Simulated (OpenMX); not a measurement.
BAs:

```xyz
2
Lattice="0.0000 2.3885 2.3885 2.3885 0.0000 2.3885 2.3885 2.3885 0.0000" Properties=species:S:1:pos:R:3 pbc="T T T"
As    3.5827    3.5827    3.5827
B     0.0000    0.0000    0.0000
```

Base run:

* Program: OpenMX 3.8.5
* Functional: PBE
* Potentials or basis: OpenMX 2013 PBE set, As7.0-s3p2d1, B7.0-s2p2, grid cutoff 500 Ry
* k mesh: 11 × 11 × 11
* Occupations: fermi-dirac, width 0.05 eV
* Spin: no spin polarisation

Its results: band gap on the k mesh 2.32 eV, indirect (least direct gap 3.39 eV); pressure 6.9 GPa.

**Question.** The run is repeated on the same cell with these changes: functional from PBE to LDA; potentials or basis from OpenMX 2013 PBE set, As7.0-s3p2d1, B7.0-s2p2, grid cutoff 500 Ry to OpenMX 2013 LDA set, As7.0-s3p2d2, B7.0-s2p2d1, grid cutoff 500 Ry. What comes out?

**Answer.** Band gap on the k mesh 1.22 eV, indirect (least direct gap 3.32 eV); pressure -3.7 GPa.

Caveats: the basis of atomic orbitals isn't converged, which shifts pressures, moduli and gaps.

Not every run made on this cell is shown here.
